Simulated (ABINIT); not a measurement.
# BaO (Fm-3m): G0W0 with ABINIT, start to end, part 2 of 3

Wanted: ground state, empty states, screening and self-energy for BaO (Fm-3m).

ABINIT 10.8.3; PBE and many-body steps on it, plane waves. Known limits of the many-body steps: not at the basis limit; screening head approximate; coarse k mesh.

So far. Step 2 (Ground state): The gap is direct, at (0.500, 0.500, 0.000).

The database entry behind the starting cell differs from later determinations by our own check (about 0.7 % short), so it need not match the best structure at ambient conditions.

**3. Bands along the symmetry lines**

Level of this step: DFT, PBE with spin-orbit coupling, plane waves, norm-conserving pseudopotentials (ABINIT).

Levels along a band path, at the cheap level, show where the edges lie and whether the meshes to come will hold them.

run.abi

```
acell 3*1.0 Angstrom
rprim 
  -0.000000000000 2.750000000000 2.750000000000
  2.750000000000 -0.000000000000 2.750000000000
  2.750000000000 2.750000000000 -0.000000000000
ntypat 2
znucl 56 8
natom 2
typat 1 2
xred 
  0.000000000000 0.000000000000 0.000000000000
  0.500000000000 0.500000000000 0.500000000000
pp_dirpath "pseudos"
pseudos "Ba.upf, O.upf"
ecut 36
nspinor 2
iscf -2
irdden 1
kptopt 0
nkpt 26
kpt 
  0.00000000 0.00000000 0.00000000
  0.12500000 0.00000000 0.12500000
  0.25000000 0.00000000 0.25000000
  0.37500000 0.00000000 0.37500000
  0.50000000 0.00000000 0.50000000
  0.53125000 0.06250000 0.53125000
  0.56250000 0.12500000 0.56250000
  0.59375000 0.18750000 0.59375000
  0.62500000 0.25000000 0.62500000
  0.37500000 0.37500000 0.75000000
  0.28125000 0.28125000 0.56250000
  0.18750000 0.18750000 0.37500000
  0.09375000 0.09375000 0.18750000
  0.00000000 0.00000000 0.00000000
  0.12500000 0.12500000 0.12500000
  0.25000000 0.25000000 0.25000000
  0.37500000 0.37500000 0.37500000
  0.50000000 0.50000000 0.50000000
  0.50000000 0.43750000 0.56250000
  0.50000000 0.37500000 0.62500000
  0.50000000 0.31250000 0.68750000
  0.50000000 0.25000000 0.75000000
  0.50000000 0.18750000 0.68750000
  0.50000000 0.12500000 0.62500000
  0.50000000 0.06250000 0.56250000
  0.50000000 0.00000000 0.50000000
istwfk *1
nband 32
nbdbuf 6
tolwfr 1e-08
nstep 40
prtwf 0
prtvol 0
indata_prefix "in"
outdata_prefix "out"
tmpdata_prefix "tmp"
```

On the command line:

```sh
$ OMP_NUM_THREADS=1 mpirun -n 4 abinit run.abi > log
```

Numbers of over 12 decimals in the logs are rounded to 6 here.

What it wrote:

```text
.Version 10.8.3 of ABINIT. v10.8.2 released Aug 2026.

 Symmetries : space group Fm -3 m (#225); Bravais cF (face-center cubic)
[... echo of the input left out ...]
== DATASET  1 ==================================================================
-   mpi_nproc: 4, omp_nthreads: 1 (-1 if OMP is not activated)

--- !DatasetInfo
iteration_state: {dtset: 1, }
dimensions: {natom: 2, nkpt: 26, mband: 32, nsppol: 1, nspinor: 2, nspden: 1, mpw: 2922, }
cutoff_energies: {ecut:  36.0, pawecutdg:  -1.0, }
electrons: {nelect:   1.60000000E+01, charge:   0.00000000E+00, occopt:   1.00000000E+00, tsmear:   1.00000000E-02, }

 Real(R)+Recip(G) space primitive vectors, cartesian coordinates (Bohr,Bohr^-1):
 R(1)=  0.0000000  5.1967468  5.1967468  G(1)= -0.0962140  0.0962140  0.0962140
 R(2)=  5.1967468  0.0000000  5.1967468  G(2)=  0.0962140 -0.0962140  0.0962140
 R(3)=  5.1967468  5.1967468  0.0000000  G(3)=  0.0962140  0.0962140 -0.0962140
 Unit cell volume ucvol=  2.8068854E+02 bohr^3
 Angles (23,13,12)=  6.00000000E+01  6.00000000E+01  6.00000000E+01 degrees

 getcut: wavevector=  0.0000  0.0000  0.0000  ngfft=  40  40  40
         ecut(hartree)=     36.000   => boxcut(ratio)=   2.01510

--- Pseudopotential description ------------------------------------------------
- Ba Generated using ONCVPSP code by D. R. Hamann
- 56.00000  10.00000  180419                  znucl, zion, pspdat
12 -101130 2 -1 1958                          pspcod,pspxc,lmax,lloc,mmax
     nproj     2     4     4     0
     spin-orbit psp
        nprojso     4     4     0
  pspatm : epsatm=   26.75230557
         --- l  ekb(1:nproj) -->
             0    0.672617    6.665807
             1    4.978102    0.415169    0.012799    0.000491
             2    2.533363    0.416634    0.001442    0.000020
  spin-orbit 1   -0.421689    0.288442    0.063418   -0.006729
  spin-orbit 2    0.049983   -0.043624    0.011004   -0.000570
 pspatm: atomic psp has been read  and splines computed

- O Generated using ONCVPSP code by D. R. Hamann
-  8.00000   6.00000  180423                  znucl, zion, pspdat
12 -101130 2 -1 936                           pspcod,pspxc,lmax,lloc,mmax
     nproj     2     2     2     0
     spin-orbit psp
        nprojso     2     2     0
  pspatm : epsatm=    6.19737341
         --- l  ekb(1:nproj) -->
             0    0.824010    6.056726
             1   -4.717007   -1.149225
[...]
spin-orbit 1    0.006511    0.001986
  spin-orbit 2   -0.000439    0.000281
 pspatm: atomic psp has been read  and splines computed

--------------------------------------------------------------------------------

================================================================================
 prteigrs : about to open file out_EIG
 Non-SCF case, kpt    1 (  0.00000  0.00000  0.00000), residuals and eigenvalues=
  2.35E-09  7.95E-09  1.33E-09  5.12E-09  1.12E-09  4.70E-09  2.64E-09  4.25E-09
[...]
Non-SCF case, kpt    2 (  0.12500  0.00000  0.12500), residuals and eigenvalues=
[...]
8.6308E-01  8.6413E-01
 Non-SCF case, kpt    3 (  0.25000  0.00000  0.25000), residuals and eigenvalues=
[...]
8.3222E-01  8.3375E-01
[...]
Non-SCF case, kpt   25 (  0.50000  0.06250  0.56250), residuals and eigenvalues=
[...]
7.3164E-01  7.3217E-01
 Non-SCF case, kpt   26 (  0.50000  0.00000  0.50000), residuals and eigenvalues=
[...]
4.3602E-01  4.3602E-01  5.4377E-01  5.4377E-01  5.5742E-01  5.5742E-01
  5.7379E-01  5.7379E-01  5.7836E-01  5.7836E-01  7.1459E-01  7.1510E-01
  7.3090E-01  7.3825E-01

--- !ResultsGS
iteration_state: {dtset: 1, }
comment   : Summary of ground state results
lattice_vectors:
- [ -0.0000000,   5.1967468,   5.1967468, ]
- [  5.1967468,  -0.0000000,   5.1967468, ]
- [  5.1967468,   5.1967468,  -0.0000000, ]
lattice_lengths: [   7.34931,    7.34931,    7.34931, ]
lattice_angles: [ 60.000,  60.000,  60.000, ] # degrees, (23, 13, 12)
lattice_volume:   2.8068854E+02
convergence: {deltae:  0.000E+00, res2:  0.000E+00, residm:  9.986E-09, diffor:  0.000E+00, }
etotal    :  -4.47433665E+01
entropy   :   0.00000000E+00
fermie    :   2.14119996E-01
cartesian_stress_tensor: null
pressure_GPa: null
xred      :
- [  0.0000E+00,   0.0000E+00,   0.0000E+00, Ba]
- [  5.0000E-01,   5.0000E-01,   5.0000E-01,  O]
cartesian_forces: null
force_length_stats: {min: null, max: null, mean: null, }

 Integrated electronic density in atomic spheres:
 ------------------------------------------------
 Atom  Sphere_radius  Integrated_density
[...]
================================================================================

 ----iterations are completed or convergence reached----

 Mean square residual over all n,k,spin=   43.193E-10; max=  99.862E-10
 reduced coordinates (array xred) for    2 atoms
       0.000000000000      0.000000000000      0.000000000000
       0.500000000000      0.500000000000      0.500000000000

 cartesian coordinates (angstrom) at end:
    1      0.000000     0.000000     0.000000
    2      2.750000     2.750000     2.750000
 length scales=  1.889726125908  1.889726125908  1.889726125908 bohr
              =  1.000000000000  1.000000000000  1.000000000000 angstroms
 prteigrs : about to open file out_EIG
 Eigenvalues (hartree) for nkpt=  26  k points:
 kpt#   1, nband= 32, wtk=  1.00000, kpt=  0.0000  0.0000  0.0000 (reduced coord)
[...]
kpt#   2, nband= 32, wtk=  1.00000, kpt=  0.1250  0.0000  0.1250 (reduced coord)
[...]
kpt#   3, nband= 32, wtk=  1.00000, kpt=  0.2500  0.0000  0.2500 (reduced coord)
[...]
kpt#  25, nband= 32, wtk=  1.00000, kpt=  0.5000  0.0625  0.5625 (reduced coord)
[...]
kpt#  26, nband= 32, wtk=  1.00000, kpt=  0.5000  0.0000  0.5000 (reduced coord)
[...]
0.28350    0.28350    0.43602    0.43602    0.54377    0.54377    0.55742    0.55742
   0.57379    0.57379    0.57836    0.57836    0.71459    0.71510    0.73090    0.73825

== END DATASET(S) ==============================================================
================================================================================

 -outvars: echo values of variables after computation  --------
            nband          32
             nkpt          26
          spgroup         225
 [... the other variables as echoed above ...]

 Calculation completed.
```

Run time: 27 s. Hardware: 4 MPI ranks of Arm Neoverse V1, shared host; peak memory 0.34 GiB; 1.8 min of CPU time.

This step gave:

```yaml
gap: 1.888 eV
k_of_the_valence_top: 0.5, 0, 0.5
k_of_the_conduction_bottom: 0.5, 0, 0.5
least_direct_gap: 1.888 eV
```

The gap is 1.888 eV, as in the run before at this level.

The electronic bands at the labelled points (eV, zero at the top of the highest filled band; v1 is the highest filled band, c1 the lowest empty one):

| point | v4 | v3 | v2 | v1 | c1 | c2 | c3 | c4 |
| --- | --- | --- | --- | --- | --- | --- | --- | --- |
| Γ | -0.45 | -0.45 | -0.45 | -0.45 | 3.61 | 3.61 | 4.62 | 4.62 |
| halfway | -0.52 | -0.52 | -0.40 | -0.40 | 2.90 | 2.90 | 5.30 | 5.30 |
| X | -0.18 | -0.18 | 0.00 | 0.00 | 1.89 | 1.89 | 6.04 | 6.04 |
| halfway | -0.40 | -0.40 | -0.06 | -0.06 | 2.29 | 2.29 | 6.37 | 6.37 |
| U | -0.85 | -0.85 | -0.19 | -0.19 | 3.35 | 3.35 | 6.54 | 6.54 |
| jump to K | -0.85 | -0.85 | -0.19 | -0.19 | 3.35 | 3.35 | 6.54 | 6.54 |
| halfway | -1.41 | -1.41 | -0.54 | -0.54 | 4.27 | 4.27 | 5.66 | 5.66 |
| Γ | -0.45 | -0.45 | -0.45 | -0.45 | 3.61 | 3.61 | 4.62 | 4.62 |
| halfway | -1.13 | -1.13 | -1.09 | -1.09 | 4.40 | 4.40 | 5.69 | 5.69 |
| L | -1.62 | -1.62 | -1.61 | -1.61 | 4.91 | 4.91 | 7.13 | 7.13 |
| halfway | -1.06 | -1.06 | -0.93 | -0.93 | 4.81 | 4.81 | 5.41 | 5.41 |
| W | -0.38 | -0.38 | -0.17 | -0.17 | 4.54 | 4.54 | 4.55 | 4.55 |
| halfway | -0.35 | -0.35 | -0.08 | -0.08 | 2.66 | 2.66 | 6.54 | 6.54 |
| X | -0.18 | -0.18 | 0.00 | 0.00 | 1.89 | 1.89 | 6.04 | 6.04 |

**4. Empty states on the mesh, 4×4×4 mesh, 78 bands**

The sums over transitions need many empty states on a uniform mesh; this step solves for them.

run.abi

```
acell 3*1.0 Angstrom
rprim 
  -0.000000000000 2.750000000000 2.750000000000
  2.750000000000 -0.000000000000 2.750000000000
  2.750000000000 2.750000000000 -0.000000000000
ntypat 2
znucl 56 8
natom 2
typat 1 2
xred 
  0.000000000000 0.000000000000 0.000000000000
  0.500000000000 0.500000000000 0.500000000000
pp_dirpath "pseudos"
pseudos "Ba.upf, O.upf"
ecut 36
nspinor 2
ngkpt 4 4 4
nshiftk 1
shiftk 0 0 0
kptopt 1
chksymbreak 0
iscf -2
irdden 1
istwfk *1
nband 78
nbdbuf 6
tolwfr 1e-09
nstep 60
prtvol 0
indata_prefix "in"
outdata_prefix "out"
tmpdata_prefix "tmp"
```

What it wrote:

```text
.Version 10.8.3 of ABINIT. v10.8.2 released Aug 2026.

 Symmetries : space group Fm -3 m (#225); Bravais cF (face-center cubic)
[... echo of the input left out ...]
== DATASET  1 ==================================================================
-   mpi_nproc: 4, omp_nthreads: 1 (-1 if OMP is not activated)

--- !DatasetInfo
iteration_state: {dtset: 1, }
dimensions: {natom: 2, nkpt: 8, mband: 78, nsppol: 1, nspinor: 2, nspden: 1, mpw: 2914, }
cutoff_energies: {ecut:  36.0, pawecutdg:  -1.0, }
electrons: {nelect:   1.60000000E+01, charge:   0.00000000E+00, occopt:   1.00000000E+00, tsmear:   1.00000000E-02, }

 Real(R)+Recip(G) space primitive vectors, cartesian coordinates (Bohr,Bohr^-1):
 R(1)=  0.0000000  5.1967468  5.1967468  G(1)= -0.0962140  0.0962140  0.0962140
 R(2)=  5.1967468  0.0000000  5.1967468  G(2)=  0.0962140 -0.0962140  0.0962140
 R(3)=  5.1967468  5.1967468  0.0000000  G(3)=  0.0962140  0.0962140 -0.0962140
 Unit cell volume ucvol=  2.8068854E+02 bohr^3
 Angles (23,13,12)=  6.00000000E+01  6.00000000E+01  6.00000000E+01 degrees

 getcut: wavevector=  0.0000  0.0000  0.0000  ngfft=  40  40  40
         ecut(hartree)=     36.000   => boxcut(ratio)=   2.01510

--- Pseudopotential description ------------------------------------------------
- Ba Generated using ONCVPSP code by D. R. Hamann
- 56.00000  10.00000  180419                  znucl, zion, pspdat
12 -101130 2 -1 1958                          pspcod,pspxc,lmax,lloc,mmax
     nproj     2     4     4     0
     spin-orbit psp
        nprojso     4     4     0
  pspatm : epsatm=   26.75230557
         --- l  ekb(1:nproj) -->
             0    0.672617    6.665807
             1    4.978102    0.415169    0.012799    0.000491
             2    2.533363    0.416634    0.001442    0.000020
  spin-orbit 1   -0.421689    0.288442    0.063418   -0.006729
  spin-orbit 2    0.049983   -0.043624    0.011004   -0.000570
 pspatm: atomic psp has been read  and splines computed

- O Generated using ONCVPSP code by D. R. Hamann
-  8.00000   6.00000  180423                  znucl, zion, pspdat
12 -101130 2 -1 936                           pspcod,pspxc,lmax,lloc,mmax
     nproj     2     2     2     0
     spin-orbit psp
        nprojso     2     2     0
  pspatm : epsatm=    6.19737341
         --- l  ekb(1:nproj) -->
             0    0.824010    6.056726
             1   -4.717007   -1.149225
[...]
spin-orbit 1    0.006511    0.001986
  spin-orbit 2   -0.000439    0.000281
 pspatm: atomic psp has been read  and splines computed

--------------------------------------------------------------------------------

================================================================================
 prteigrs : about to open file out_EIG
 Non-SCF case, kpt    1 (  0.00000  0.00000  0.00000), residuals and eigenvalues=
  4.24E-10  4.55E-10  2.56E-10  4.79E-10  2.24E-10  4.35E-10  1.01E-10  5.03E-10
  2.21E-10  3.96E-10  7.59E-11  1.46E-10  7.96E-11  1.65E-10  8.93E-11  1.38E-10
  7.46E-11  9.07E-10  2.64E-10  3.43E-10  9.26E-11  4.54E-10  3.48E-10  8.98E-10
[...]
9.97E-07  9.11E-05  2.51E-08  6.73E-08  4.49E-05  4.33E-06
 -7.3817E-01 -7.3817E-01 -3.4023E-01 -3.4023E-01 -2.2233E-01 -2.2233E-01
 -1.4407E-01 -1.4407E-01 -1.4407E-01 -1.4407E-01  1.9336E-01  1.9336E-01
[...]
1.7087E+00  1.7109E+00  1.7148E+00  1.7148E+00  1.7163E+00  1.7184E+00
 prteigrs : prtvol=0 or 1, do not print more k-points.

--- !ResultsGS
iteration_state: {dtset: 1, }
comment   : Summary of ground state results
lattice_vectors:
- [ -0.0000000,   5.1967468,   5.1967468, ]
- [  5.1967468,  -0.0000000,   5.1967468, ]
- [  5.1967468,   5.1967468,  -0.0000000, ]
lattice_lengths: [   7.34931,    7.34931,    7.34931, ]
lattice_angles: [ 60.000,  60.000,  60.000, ] # degrees, (23, 13, 12)
lattice_volume:   2.8068854E+02
convergence: {deltae:  0.000E+00, res2:  0.000E+00, residm:  9.985E-10, diffor:  0.000E+00, }
etotal    :  -4.47433665E+01
entropy   :   0.00000000E+00
fermie    :   2.14119996E-01
cartesian_stress_tensor: null
pressure_GPa: null
xred      :
- [  0.0000E+00,   0.0000E+00,   0.0000E+00, Ba]
- [  5.0000E-01,   5.0000E-01,   5.0000E-01,  O]
cartesian_forces: null
force_length_stats: {min: null, max: null, mean: null, }

 Integrated electronic density in atomic spheres:
 ------------------------------------------------
 Atom  Sphere_radius  Integrated_density
[...]
================================================================================

 ----iterations are completed or convergence reached----

 Mean square residual over all n,k,spin=   38.557E-11; max=  99.853E-11
 reduced coordinates (array xred) for    2 atoms
       0.000000000000      0.000000000000      0.000000000000
       0.500000000000      0.500000000000      0.500000000000

 cartesian coordinates (angstrom) at end:
    1      0.000000     0.000000     0.000000
    2      2.750000     2.750000     2.750000
 length scales=  1.889726125908  1.889726125908  1.889726125908 bohr
              =  1.000000000000  1.000000000000  1.000000000000 angstroms
 prteigrs : about to open file out_EIG
 Eigenvalues (hartree) for nkpt=   8  k points:
 kpt#   1, nband= 78, wtk=  0.01563, kpt=  0.0000  0.0000  0.0000 (reduced coord)
[...]
1.24528    1.24528    1.24528    1.24528    1.50472    1.50472    1.52904    1.52904
   1.52904    1.52904    1.56171    1.56171    1.56180    1.56180    1.56180    1.56180
   1.70869    1.71085    1.71480    1.71480    1.71634    1.71837
 prteigrs : prtvol=0 or 1, do not print more k-points.

== END DATASET(S) ==============================================================
================================================================================

 -outvars: echo values of variables after computation  --------
            nband          78
             nkpt           8
          spgroup         225
 [... the other variables as echoed above ...]

 Calculation completed.
```

Run time: 31 s. Hardware: 4 MPI ranks; peak memory 0.34 GiB.

Numbers from this step:

| Item | Value |
| --- | --- |
| gap | 1.888 eV |
| k of the valence top | 0.5, 0.5, 0 |
| k of the conduction bottom | 0.5, 0.5, 0 |
| least direct gap | 1.888 eV |
| k points computed | 8 |
| lowest point of the top converged band, above the valence top | 36.67 eV |

On this mesh the gap is 1.888 eV.

**5. Screening, 4×4×4 mesh, 72 bands, screening to 98 eV**

The RPA dielectric matrix is built and inverted for each q.

This step: RPA screening on PBE with spin-orbit coupling, plane waves, norm-conserving pseudopotentials.

run.abi: that of step 4 with these lines changed.

```diff
@@ -21,10 +21,11 @@
 chksymbreak 0
-iscf -2
-irdden 1
 istwfk *1
-nband 78
-nbdbuf 6
-tolwfr 1e-09
-nstep 60
-prtvol 0
+occopt 1
+irdwfk 1
+optdriver 3
+nband 72
+ecuteps 3.6
+inclvkb 0
+awtr 1
+symchi 1
 indata_prefix "in"
```

What it wrote:

```text
.Version 10.8.3 of ABINIT. v10.8.2 released Aug 2026.

 Symmetries : space group Fm -3 m (#225); Bravais cF (face-center cubic)
[... echo of the input left out ...]
== DATASET  1 ==================================================================
-   mpi_nproc: 4, omp_nthreads: 1 (-1 if OMP is not activated)

--- !DatasetInfo
iteration_state: {dtset: 1, }
dimensions: {natom: 2, nkpt: 8, mband: 72, nsppol: 1, nspinor: 2, nspden: 1, mpw: 2914, }
cutoff_energies: {ecut:  36.0, pawecutdg:  -1.0, }
electrons: {nelect:   1.60000000E+01, charge:   0.00000000E+00, occopt:   1.00000000E+00, tsmear:   1.00000000E-02, }

 SCREENING: Calculation of the susceptibility and dielectric matrices

 Based on a program developped by R.W. Godby, V. Olevano, G. Onida, and L. Reining.
 Incorporated in ABINIT by V. Olevano, G.-M. Rignanese, and M. Torrent.
.Using double precision arithmetic ; gwpc =  8

[... cell and pseudopotentials left out ...]
--------------------------------------------------------------------------------

 ==== K-mesh for the wavefunctions ====
 Number of points in the irreducible wedge :     8
[... list of points left out ...]
 Together with 48 symmetry operations and time-reversal symmetry
 yields    64 points in the full Brillouin Zone.

 ==== Q-mesh for the screening function ====
 Number of points in the irreducible wedge :     8
[... list of points left out ...]
 Together with 48 symmetry operations and time-reversal symmetry
 yields    64 points in the full Brillouin Zone.

 setmesh: FFT mesh size selected  =    25x   25x   25
          total number of points  =        15625

 vcoul_init : cutoff-mode = AUXILIARY_FUNCTION
 q-points for optical limit:   1
     1)      0.000010    0.000020    0.000030

- screening: taking advantage of time-reversal symmetry
- Maximum band index for partially occupied states nbvw = 16
- Remaining bands to be divided among processors   nbcw = 56
- Number of bands treated by each node ~14

 Number of electrons calculated from density =   16.0000; Expected =   16.0000
 average of density, n =  0.057003
 r_s =    1.6119
 omega_plasma =   23.0305 [eV]

 calculating chi0 at frequencies [eV] :
  1    0.000000E+00    0.000000E+00
  2    0.000000E+00    2.303049E+01

--------------------------------------------------------------------------------
  q-point number  1        q = ( 0.000000, 0.000000, 0.000000) [r.l.u.]
--------------------------------------------------------------------------------
[... chi0 elements left out ...]
 For q-point:  0.000010 0.000020 0.000030
  dielectric constant =   4.6223
  dielectric constant without local fields =   5.0636

  Average fulfillment of the sum rule on Im[epsilon] for q-point    1 :     50.58  [%]
[... wings left out ...]
  q-point number  2        q = ( 0.250000, 0.000000, 0.000000) [r.l.u.]
--------------------------------------------------------------------------------
[... chi0 elements left out ...]
  Average fulfillment of the sum rule on Im[epsilon] for q-point    2 :     75.52  [%]

 [... 6 further q-points ...]
```

It took 25 s on 4 MPI ranks; peak memory 0.84 GiB; 98 s of CPU time.

Numbers from this step:

```yaml
eps_infinity_with_local_fields_on_this_mesh_along_the_program_s_q_direction: 4.622
the_same_without_local_fields: 5.064
plasma_frequency: 23.03 eV
plane_waves_in_the_screening_matrix: 89
```

Local fields lower ε∞ by 9 %. On a Γ-centred mesh this coarse the value itself is usually too large, while a short band sum pulls it down.

(Part 2 of 3 ends here.)

[Paths, hosts, dates, memory and timing lines, banners, echoed tables and standing remarks are left out of the program output.]

[Logs are printed without paths, hosts, clocks, repeated set-up lines and the standing remarks that a program may print on its own settings, such as how far it seeks lower states.]

[Runs of the session that timed out or met a known fault of the program may be left out.]

[Hosts, paths, dates, database ids (printed as entryN), source tags and the programs' standing remarks are cut or masked in the printed files.]

[G0W0 gaps are taken among the corrected bands and points alone; a level outside them can change the order at an edge.]

[Where Ansatz stands beside ABINIT at settings called matched, ABINIT's density can come from a denser mesh and the files from another edition; pairs whose starting gaps differed by over 0.03 eV were left out, so agreement reads better than it is.]
